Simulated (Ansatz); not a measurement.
GaN: what symmetry allows forces and stress to be

```
Ga N
1.0
     0.00000    2.25350    2.25350
     2.25350    0.00000    2.25350
     2.25350    2.25350    0.00000
Ga N
1 1
Direct
  0.98003 0.01997 0.01997
  0.75000 0.75000 0.75000
```

Level of theory: DFT PBEsol, scalar-relativistic, plane waves, PAW in Ansatz.

Settings: cutoff 420 eV, Γ-centred mesh 10×10×10 on the computed 2-atom cell, Gaussian smearing of 0.02 eV; no spin polarisation.

This distorted cell has space group Imm2, with 4 operations.

Question: Without a calculation: in which directions can each atom feel a force?

Answer: A force must be left unchanged by every operation that keeps its atom in place, so it lies in the space that those operations leave fixed. Atoms that the group maps onto each other feel forces of one size.
```
atom site symmetry operations at the site equivalent to atom allowed force (Cartesian)
 Ga1            mm2                       4                   1   along (1.00, 0.00, 0.00)
  N2            mm2                       4                   2   along (1.00, 0.00, 0.00)
```

That leaves 2 independent force components of 6, tied by 1 condition that the forces sum to zero, so 1 remains. A relaxation in this cell that keeps the symmetry moves the atoms in these directions alone.

Question: And the stress tensor?

Answer: It must be invariant under the point group, which leaves 3 independent components: xz, xy vanish; yy = zz.

Question: Do the computed values obey this?

Answer: Yes. Forces (eV/Å):
```
Ga1 -1.081  0.000  0.000
N2   1.081  0.000  0.000
```

Stress (GPa, compression positive, xx yy zz yz xz xy): -1.02 0.06 0.06 -5.13 0.00 0.00. The program imposes the same operations on density, forces and stress, so this confirms the analysis and is no independent test of the calculation.

This zinc-blende form isn't the usual stable structure of the compound.